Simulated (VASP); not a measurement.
A run of VASP 6.6.1:

The input INCAR:

```
PREC = Normal
ENCUT = 520
EDIFF = 1E-4
ISMEAR = 0
SIGMA = 0.15
LREAL = F
LASPH = T
NELM = 60
ALGO = Fast
ISIF = 3
LWAVE = F
LCHARG = F
GGA = PE
IBRION = 2
NSW = 24
EDIFFG = -0.08
```

Contents of KPOINTS:

```
Automatic mesh
0
Gamma
  8 8 8
```

The input POSCAR:

```
ZrH
1.0
    0.0000000000      2.1532712100      2.1532712100
    2.1532712100      0.0000000000      2.1532712100
    2.1532712100      2.1532712100      0.0000000000
Zr H
1 1
Direct
    0.0000000000      0.0000000000      0.0000000000
    0.5000000000      0.5000000000      0.5000000000
```

Potentials or basis: VASP PAW PBE potentials, release 64 (Zr_sv, H).

Command:

```sh
$ cat potpaw_PBE.64/Zr_sv/POTCAR potpaw_PBE.64/H/POTCAR > POTCAR
$ mpirun -np 1 vasp_std > vasp.out
```

Hardware: 1 thread of AMD EPYC 7R43 64-Core Processor (Zen 3), with other jobs on the host.

Estimate the wall time of this run.

Wall time 22 s on 1 thread of AMD EPYC 7R43 64-Core Processor (Zen 3), with other jobs on the host, peak memory 0.09 GiB. Counts: scf iterations 43, k points 29, ion steps 3.
